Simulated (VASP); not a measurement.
# BN (P6_3mc) in VASP: Born charges and dielectric tensor with LDA

Aim: the Born charges and dielectric tensor of BN with LDA.

Program: VASP 6.6.1. These are calculated values, not measurements. Logs are shortened: lines on timing, memory, paths and dates and some standing lists are left out, and cuts for length are marked.

## (1) The structure

Symmetry: P6_3mc, No. 186, hexagonal system. The conventional cell has a = 2.525 Å, b = 2.525 Å, c = 4.177 Å, α = 90.00°, β = 90.00°, γ = 120.00°. Around B (site symmetry 3m) lie 4 N at 1.55 to 1.56 Å. Around N (site symmetry 3m) lie 4 B at 1.55 to 1.56 Å.

Measurements of this composition are mostly on another form, of space group No. 194.

## (2) Born charges and dielectric tensor, LDA

INCAR

```
PREC = Accurate ; ENCUT = 600
EDIFF = 1E-8 ; ISMEAR = 0
SIGMA = 0.02 ; LREAL = F
LASPH = T ; NELM = 80
ALGO = Fast ; ISIF = 2
LWAVE = F ; LCHARG = F
LEPSILON = T ; IBRION = 8
NSW = 1
```

KPOINTS

```
regular mesh
0
Gamma
  6 6 2
```

POSCAR

```
BN
1.0
    2.5246400000      0.0000000000      0.0000000000
   -1.2623200000      2.1864000000      0.0000000000
    0.0000000000      0.0000000000      4.1773400000
B N
2 2
Direct
    0.6666700000      0.3333300000      0.9997000000
    0.3333300000      0.6666700000      0.4997000000
    0.6666700000      0.3333300000      0.6253000000
    0.3333300000      0.6666700000      0.1253000000
```

Potentials or basis: VASP PAW LDA potentials, release 64 (B, N).

Launch:

```bash
cat potpaw_LDA.64/B/POTCAR potpaw_LDA.64/N/POTCAR > POTCAR
mpirun -np 1 vasp_std > vasp.out
```

OUTCAR:

```text
PREC = Accurate
   ENCUT = 600
   EDIFF = 1E-8
   ISMEAR = 0
   LREAL = F
   LASPH = T
   NELM = 80
   ISIF = 2
   LEPSILON = T
   IBRION = 8
   NSW = 1

 ion  position               nearest neighbor table
   1  0.667  0.333  1.000-   4 1.55   4 1.55   4 1.55   3 1.56
   2  0.333  0.667  0.500-   3 1.55   3 1.55   3 1.55   4 1.56
   3  0.667  0.333  0.625-   2 1.55   2 1.55   2 1.55   1 1.56
   4  0.333  0.667  0.125-   1 1.55   1 1.55   1 1.55   2 1.56

  LATTYP: Found a hexagonal cell.
 ALAT       =     2.5246400000
 C/A-ratio  =     1.6546279866

  Lattice vectors:

 A1 = (   2.5246400000,   0.0000000000,   0.0000000000)
 A2 = (  -1.2623200000,   2.1864000000,   0.0000000000)
 A3 = (   0.0000000000,   0.0000000000,   4.1773400000)

Analysis of symmetry for initial positions (statically):
=====================================================================
 Subroutine PRICEL returns:
 Original cell was already a primitive cell.

 Routine SETGRP: Setting up the symmetry group for a
 hexagonal supercell.

 Subroutine GETGRP returns: Found  4 space group operations
 (whereof  2 operations were pure point group operations)
 out of a pool of 24 trial point group operations.

The static configuration has the point symmetry C_1h.
 The point group associated with its full space group is C_2v.

Analysis of symmetry for dynamics (positions and initial velocities):
=====================================================================
 Subroutine PRICEL returns:
 Original cell was already a primitive cell.

 Routine SETGRP: Setting up the symmetry group for a
 hexagonal supercell.

 Subroutine GETGRP returns: Found  4 space group operations
 (whereof  2 operations were pure point group operations)
 out of a pool of 24 trial point group operations.

The dynamic configuration has the point symmetry C_1h.
 The point group associated with its full space group is C_2v.

 Subroutine INISYM returns: Found  4 space group operations
 (whereof  2 operations are pure point group operations),
 and found     1 'primitive' translations

----------------------------------------------------------------------------------------

                                     Primitive cell

  volume of cell :      23.0584

  direct lattice vectors                    reciprocal lattice vectors
     2.524640000  0.000000000  0.000000000     0.396096077  0.228686425  0.000000000
    -1.262320000  2.186400000  0.000000000     0.000000000  0.457372850  0.000000000
     0.000000000  0.000000000  4.177340000     0.000000000  0.000000000  0.239386787

  length of vectors
     2.524640000  2.524637943  4.177340000     0.457372478  0.457372850  0.239386787

  position of ions in fractional coordinates (direct lattice)
     0.666670000  0.333330000  0.999700000
     0.333330000  0.666670000  0.499700000
     0.666670000  0.333330000  0.625300000
     0.333330000  0.666670000  0.125300000

  ion indices of the primitive-cell ions
   primitive index   ion index
                 1           1
                 2           2
                 3           3
                 4           4

----------------------------------------------------------------------------------------

 KPOINTS: regular mesh

Automatic generation of k-mesh.
 Grid dimensions read from file:
[... 551 lines left out ...]

[... ionic steps 11 to 11 ...]

--------------------------------------- Ionic step       12  -------------------------------------------

 Free energy of the ion-electron system (eV)
  ---------------------------------------------------
  ---------------------------------------------------
  free energy    TOTEN  =        -0.25573343 eV

  energy without entropy =       -0.25573343

------------------------ aborting loop because EDIFF is reached ----------------------------------------

 INTERNAL STRAIN TENSOR  FOR ION    3  DIRECTION 3   (eV/Angst):
 -----------------------------------------------------------------------------
    -2.04845  0.00584 -0.05826
     0.00584 -2.04170  0.03364
     0.01204 -0.00695  2.08499

 MACROSCOPIC STATIC DIELECTRIC TENSOR (including local field effects in DFT)
 ------------------------------------------------------
           4.603917    -0.000017     0.000000
          -0.000017     4.603887     0.000000
           0.000000     0.000000     4.676564
 ------------------------------------------------------

 PIEZOELECTRIC TENSOR (including local field effects)  for field in x, y, z        (e  Angst)
          XX          YY          ZZ          XY          YZ          ZX
  --------------------------------------------------------------------------------
  x     0.00000     0.00000     0.00000     0.00000    -0.00001    -0.89737
  y    -0.00000     0.00000     0.00000     0.00000    -0.89739    -0.00001
  z    -0.75078    -0.75080     1.54483    -0.00001     0.00000     0.00000

 PIEZOELECTRIC TENSOR (including local field effects)  for field in x, y, z        (C/m^2)
          XX          YY          ZZ          XY          YZ          ZX
  --------------------------------------------------------------------------------
  x     0.00000     0.00000     0.00000     0.00000    -0.00001    -0.62353
  y    -0.00000     0.00000     0.00000     0.00000    -0.62354    -0.00001
  z    -0.52167    -0.52168     1.07341    -0.00001     0.00000     0.00000

 BORN EFFECTIVE CHARGES (including local field effects) (in |e|, cummulative output)
 ---------------------------------------------------------------------------------
 ion    1
    1     1.82806    -0.00001    -0.00001
    2    -0.00001     1.82804     0.00001
    3    -0.00002     0.00001     1.91301
 ion    2
    1     1.82806    -0.00001     0.00001
    2    -0.00001     1.82804    -0.00001
    3     0.00002    -0.00001     1.91301
 ion    3
    1    -1.82806     0.00001     0.00006
    2     0.00001    -1.82804    -0.00004
    3    -0.00002     0.00001    -1.91301
 ion    4
    1    -1.82806     0.00001    -0.00006
    2     0.00001    -1.82804     0.00004
    3     0.00002    -0.00001    -1.91301

 INTERNAL STRAIN TENSOR FOR ION    4 for displacements in x,y,z  (eV/Angst):
          X           Y           Z          XY          YZ          ZX
  --------------------------------------------------------------------------------
  x     0.02632    -0.03181     0.00464    -4.99716     0.03620    -3.14282
  y    -4.99984     5.00300    -0.00268     0.09458    -3.17581    -0.04599
  z    -2.04845    -2.04170     2.08499     0.00584     0.00695     0.05826

 SECOND DERIVATIVES (NOT SYMMETRIZED)
 ------------------------------------
               1X          1Y          1Z          2X          2Y          2Z          3X          3Y          3Z          4X          4Y          4Z
  1X   -26.410838   -0.001752   -0.013092    0.192590   -0.001788    0.011468    4.902669    0.003083    0.019427   21.315579    0.000457   -0.017803
  1Y    -0.001752  -26.412803    0.007558   -0.001788    0.190525   -0.006621    0.003083    4.906218   -0.011216    0.000457   21.316061    0.010278
  1Z    -0.010187    0.005881  -37.148891   -0.010798    0.006234   12.103309    0.009271   -0.005353    9.850015    0.011714   -0.006763   15.195567
  2X     0.192590   -0.001788   -0.011468  -26.410838   -0.001752    0.013092   21.315579    0.000457    0.017803    4.902669    0.003083   -0.019427
  2Y    -0.001788    0.190525    0.006621   -0.001752  -26.412803   -0.007558    0.000457   21.316061   -0.010278    0.003083    4.906218    0.011216
  2Z     0.010798   -0.006234   12.103309    0.010187   -0.005881  -37.148891   -0.011714    0.006763   15.195567   -0.009271    0.005353    9.850015
  3X     4.885279    0.000779    0.011474   21.301059    0.004184   -0.013854  -26.415014   -0.004598   -0.016761    0.228676   -0.000366    0.019141
  3Y     0.000779    4.886168   -0.006624    0.004184   21.305845    0.007998   -0.004598  -26.420266    0.009677   -0.000366    0.228254   -0.011051
  3Z    -0.004089    0.002361    9.726258   -0.005364    0.003097   15.293744    0.003526   -0.002036  -39.201800    0.005927   -0.003422   14.181798
  4X    21.301059    0.004184    0.013854    4.885279    0.000779   -0.011474    0.228676   -0.000366   -0.019141  -26.415014   -0.004598    0.016761
  4Y     0.004184   21.305845   -0.007998    0.000779    4.886168    0.006624   -0.000366    0.228254    0.011051   -0.004598  -26.420266   -0.009677
  4Z     0.005364   -0.003097   15.293744    0.004089   -0.002361    9.726258   -0.005927    0.003422   14.181798   -0.003526    0.002036  -39.201800

 Eigenvectors and eigenvalues of the dynamical matrix
 ----------------------------------------------------

   1 f  =   34.117941 THz   214.369347 2PiTHz 1138.052020 cm-1   141.100404 meV
             X         Y         Z           dx          dy          dz
      1.262333  0.728793  4.176087    -0.002197    0.001268   -0.640715
     -0.000013  1.457607  2.087417    -0.002197    0.001268    0.640715
      1.262333  0.728793  2.612091     0.001936   -0.001118   -0.299120
     -0.000013  1.457607  0.523421     0.001936   -0.001118    0.299120
[... 71 lines left out ...]
  12 f/i=    0.010041 THz     0.063091 2PiTHz    0.334940 cm-1     0.041527 meV
             X         Y         Z           dx          dy          dz
      1.262333  0.728793  4.176087    -0.404078    0.233292   -0.000004
     -0.000013  1.457607  2.087417    -0.404078    0.233292    0.000004
      1.262333  0.728793  2.612091    -0.460133    0.265655   -0.000007
     -0.000013  1.457607  0.523421    -0.460133    0.265655    0.000007

--------------------------------------------------------------------------------------------------------

 MACROSCOPIC STATIC DIELECTRIC TENSOR IONIC CONTRIBUTION
 ------------------------------------------------------
           2.001745    -0.000356     0.000000
          -0.000356     2.001329    -0.000000
           0.000000    -0.000000     2.294522
 ------------------------------------------------------

 ELASTIC MODULI CONTR FROM IONIC RELAXATION (kBar)
 Direction    XX          YY          ZZ          XY          YZ          ZX
 --------------------------------------------------------------------------------
 XX        -153.8362    107.4134     23.6887      3.4199     -0.0000     -0.0000
 YY         107.4134   -154.3420     24.0058     -3.8585      0.0000      0.0000
 ZZ          23.6887     24.0058    -24.3678      0.2747      0.0000      0.0000
 XY           3.4199     -3.8585      0.2747   -130.8235     -0.0000     -0.0000
 YZ          -0.0000      0.0000     -0.0000     -0.0000    -53.6094     -0.3940
 ZX          -0.0000      0.0000      0.0000     -0.0000     -0.3940    -50.4570
 --------------------------------------------------------------------------------

 PIEZOELECTRIC TENSOR IONIC CONTR  for field in x, y, z        (C/m^2)
          XX          YY          ZZ          XY          YZ          ZX
  --------------------------------------------------------------------------------
  x     0.00000    -0.00000    -0.00000     0.00000    -0.00268     0.29893
  y     0.00000    -0.00000     0.00000     0.00000     0.30819     0.00476
  z     0.21695     0.21854    -0.22250     0.00138     0.00000     0.00000
```

Run time: 80 s. Hardware: 1 thread of Intel Xeon Platinum 8559C (Emerald Rapids), shared host; peak memory 0.16 GiB.

Results:

```
Band gap on the k mesh                                  : 4.90 eV, indirect (least direct gap 8.31 eV)
Electronic dielectric tensor (diagonal)                 : 4.60, 4.60, 4.68
Born charges (mean of the diagonal)                     : B +1.86; N -1.86 e
Highest phonon frequency at Γ, LO-TO splitting left out : 1138 cm⁻¹
```

Levels at points of the mesh, in eV from the valence-band top:
| k point | band 4 | band 5 | band 6 | band 7 | band 8 | band 9 | band 10 | band 11 | band 12 |
| --- | --- | --- | --- | --- | --- | --- | --- | --- | --- |
| (0.00, 0.00, 0.00) | -2.19 | -2.19 | -0.30 | 0.00 | 0.00 | 8.33 | 8.33 | 8.61 | 9.91 |
| (0.50, 0.00, 0.00) | -7.92 | -7.05 | -5.13 | -4.60 | -2.17 | 6.70 | 7.88 | 10.59 | 11.63 |
| (0.50, 0.50, 0.00) | -7.92 | -7.05 | -5.13 | -4.59 | -2.17 | 6.70 | 7.88 | 10.59 | 11.63 |
| (0.00, 0.00, 0.50) | -5.81 | -1.21 | -1.21 | -1.21 | -1.21 | 9.68 | 9.68 | 9.92 | 9.92 |
| (0.50, 0.00, 0.50) | -10.23 | -3.88 | -3.88 | -3.67 | -3.67 | 6.57 | 6.57 | 10.13 | 10.13 |
| (0.50, 0.50, 0.50) | -10.23 | -3.88 | -3.88 | -3.67 | -3.67 | 6.57 | 6.57 | 10.13 | 10.13 |

Phonon frequencies in cm⁻¹ (negative: imaginary):
```csv
q point,frequencies
"(0.000, 0.000, 0.000)",0 0 0 472 472 982 982 990 1056 1081 1081 1138
```

Electronic dielectric tensor:
```
4.60 0.00 0.00
0.00 4.60 0.00
0.00 0.00 4.68
```

Born effective charge tensors (e):
atom 1, B
```
1.83 0.00 0.00
0.00 1.83 0.00
0.00 0.00 1.91
```
atom 2, B
```
1.83 0.00 0.00
0.00 1.83 0.00
0.00 0.00 1.91
```
atom 3, N
```
-1.83  0.00  0.00
 0.00 -1.83  0.00
 0.00  0.00 -1.91
```
atom 4, N
```
-1.83  0.00  0.00
 0.00 -1.83  0.00
 0.00  0.00 -1.91
```

Caveat: the k mesh is coarse (spacing up to 0.75 Å⁻¹), so the values aren't converged.
